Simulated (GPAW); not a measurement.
Crystal: PtS2.

```xyz
3
Lattice="3.5432 0.0000 0.0000 -1.7716 3.0685 0.0000 0.0000 0.0000 5.0388" Properties=species:S:1:pos:R:3 pbc="T T T"
Pt    0.0000    0.0000    0.0000
S     1.7716    1.0228    3.8950
S     0.0000    2.0457    1.1438
```

Base run:

| Property | Result |
| --- | --- |
| Program | GPAW 26.7.0 |
| Functional | LDA |
| Potentials or basis | the program's PAW data sets (release 1.2.1) made for this functional |
| Cutoff | 600 eV |
| Basis | pw |
| k mesh | 7 × 7 × 4 |
| Occupations | fermi-dirac, width 0.05 eV |
| Spin | no spin polarisation |

Its results: band gap on the k mesh 0.70 eV, indirect (least direct gap 0.86 eV); pressure 3.1 GPa; largest force 0.764 eV/Å.

Q: The run is repeated on the same cell with these changes: functional from LDA to PBEsol; potentials or basis from the program's PAW data sets (release 1.2.1) made for this functional to PAW data sets generated in the run's folder for this functional. What comes out?

A: Band gap on the k mesh 0.74 eV, indirect (least direct gap 0.91 eV); pressure 6.4 GPa; largest force 0.968 eV/Å.

Caveats: spin-orbit coupling is left out, which moves the levels of the heavy elements.

A k mesh can miss the band edges.
